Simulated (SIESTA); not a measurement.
Runs of SIESTA 5.4.2 on KI. Symmetry: Fm-3m, No. 225, cubic system. Conventional cell: a = 7.066 Å, b = 7.066 Å, c = 7.066 Å, α = 90.00°, β = 90.00°, γ = 90.00°. Around I (site symmetry m-3m) lie 6 K at 3.53 Å. K (site symmetry m-3m) is surrounded by 6 I at 3.53 Å. 

```tsv
task	level	potentials or basis	gap on the mesh (eV)	pressure (GPa)
band structure	vdW-DF-cx	PseudoDojo 0.4 standard (PBE files), DZP (energy shift 0.003 Ry; two zetas on semicore shells; d shell added on K)	4.14	0.1
band structure	LDA	PseudoDojo 0.4 standard (LDA files), DZP (energy shift 0.003 Ry; two zetas on semicore shells; d shell added on K)	3.76	-1.3
band structure	PBEsol	PseudoDojo 0.4 standard (PBEsol files), DZP (energy shift 0.003 Ry; two zetas on semicore shells; d shell added on K)	(a)	-0.2
band structure	BLYP	PseudoDojo 0.4 standard (PBE files), DZP (energy shift 0.003 Ry; two zetas on semicore shells; d shell added on K)	(c)	(b)
band structure	AM05	PseudoDojo 0.4 standard (PBEsol files), DZP (energy shift 0.003 Ry; two zetas on semicore shells; d shell added on K)	4.14	0.4
```

Alike in all rows: no spin polarisation; cell as given; k mesh 7 × 7 × 7; smearing fermi-dirac 0.05 eV; grid cutoff 800 Ry; energy shift 0.003 Ry.

Q: Estimate the missing entries.

A: (a) 3.95; (b) 1.5; (c) 4.15.

Caveats: spin-orbit coupling is left out, which moves the levels of the heavy elements; the basis of atomic orbitals isn't converged, which shifts pressures, moduli and gaps; the potentials were made for another functional, which shifts forces and pressure (some runs).

A k mesh can miss the band edges, and the runs leave out spin-orbit coupling on I.

Runs at the PBE level aren't shown here.
